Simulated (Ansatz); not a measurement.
# Fe: equation of state with PBEsol

Fe:

```
Fe
1.0
     2.43416    0.00000    0.00000
    -1.21708    2.10804    0.00000
     0.00000    0.00000    3.84193
Fe
2
Cartesian
  1.2171 0.7027 2.8815
  0.0000 1.4054 0.9605
```

This isn't the form of Fe at room conditions, which is bcc.

```
Program             : Ansatz 0.2.0
Task                : equation of state
Functional          : PBEsol
Potentials or basis : Ansatz PAW
Cutoff              : 420 eV
Density cutoff      : 1680 eV
k mesh              : 12 × 12 × 7
Occupations         : fermi-dirac, width 0.05 eV
Spin                : collinear spin, ferromagnetic start
Starting moments    : [3.0, 3.0] μB
```

```json
{
  "Equilibrium volume": "9.81 Å³/atom",
  "Bulk modulus at fixed shape and positions": "324 GPa",
  "Pressure derivative of the bulk modulus": "4.6"
}
```

Energy against volume, from the lowest point:
| volume (Å³/atom) | energy (meV/atom) |
| --- | --- |
| 9.266 | 34.08 |
| 9.463 | 13.29 |
| 9.660 | 2.27 |
| 9.857 | 0.00 |
| 10.054 | 5.55 |
| 10.251 | 18.08 |
| 10.448 | 36.85 |

All runs of the series together: 29 s on 2 threads of Intel(R) Xeon(R) Platinum 8375C CPU @ 2.90GHz (Ice Lake), with other jobs on the host.

Caveat: the cell was scaled at fixed shape and fractional positions, which overstates the stiffness of a crystal with free parameters, most of all of layers and chains.
